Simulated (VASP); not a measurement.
**KI: single point with PBE**

The system is KI.

```
K I
1.0
     0.00000    3.58733    3.58733
     3.58733    0.00000    3.58733
     3.58733    3.58733    0.00000
K I
1 1
Direct
  0.82215 0.00000 0.00000
  0.55479 0.50000 0.50000
```

Measurements of this composition are mostly on another form, of space group No. 225.

The cell isn't the ideal one: mode 5 frozen in at -0.638 Å and mode 6 at -0.638 Å (largest displacements).

```yaml
Program: VASP 6.6.1
Task: single point
Functional: PBE
Potentials_or_basis: VASP PAW PBE potentials, release 64 (K_sv, I)
Cutoff: 520 eV
k_mesh: 6 × 6 × 6
Occupations: gaussian, width 0.05 eV
Spin: no spin polarisation
```

The pressure is 5.0 GPa, the largest force is 1.656 eV/Å and the band gap on the k mesh is 3.84 eV, indirect (least direct gap 3.95 eV).

Forces on the atoms (eV/Å):
```
K    0.000  1.171  1.171
I    0.000 -1.171 -1.171
```

Stress tensor (GPa, compression positive):
```
-0.63  0.00  0.00
 0.00  7.82 -4.51
 0.00 -4.51  7.82
```

Levels at points of the mesh, in eV from the valence-band top:
```
           k point  band 5  band 6  band 7  band 8  band 9  band 10  band 11  band 12
(0.00, 0.00, 0.00)  -10.36   -0.18   -0.13   -0.11    3.84     6.29     7.45     7.97
(0.50, 0.00, 0.00)  -10.20   -1.15   -0.28   -0.28    5.41     7.20     7.36     8.12
(0.00, 0.50, 0.00)   -9.85   -1.17   -0.28    0.00    5.11     6.25     7.48     7.88
(0.50, 0.50, 0.00)   -9.88   -0.85   -0.49   -0.31    5.52     5.53     7.29     8.15
(0.00, 0.50, 0.50)  -10.20   -0.91   -0.51   -0.33    5.44     6.08     8.36     8.70
```

It took 3.7 min on 1 thread of AMD EPYC 7R43 64-Core Processor (Zen 3) (shared host), peak memory 0.24 GiB.

Caveat: spin-orbit coupling is left out, which moves the levels of the heavy elements; forces of over 1 eV/Å show positions far from the minimum, so gaps and moduli don't describe the material at rest. A k mesh can miss the band edges.
